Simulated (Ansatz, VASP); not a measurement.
## Two plane-wave programs on C

```
C
1.0
     2.49731    0.00000    0.00000
    -1.24865    2.16273    0.00000
     0.00000    0.00000   22.00020
C
2
Direct
  0.83333 0.16667 0.50000
  0.16667 0.83333 0.50000
```

Alike in both runs: task single point; functional LDA; k mesh 14 × 14 × 1; occupations fermi-dirac, width 0.02 eV; no spin polarisation.

|  | VASP | Ansatz |
| --- | --- | --- |
| version | VASP 6.6.1 | Ansatz 0.2.0 |
| potentials or method | VASP PAW LDA potentials, release 64 (C) | PAW with Ansatz's default frozen-core files, scalar-relativistic |
| plane-wave cutoff (eV) | 520 | 420 |
| valence electrons in the cell | 8 | 8 |

|  | VASP | Ansatz | Ansatz less VASP |
| --- | --- | --- | --- |
| gap on the k mesh at the Fermi level (eV) | 1.17 | 1.17 | 0.000 |

Ansatz warned: «structure_snapped_to_symmetry».
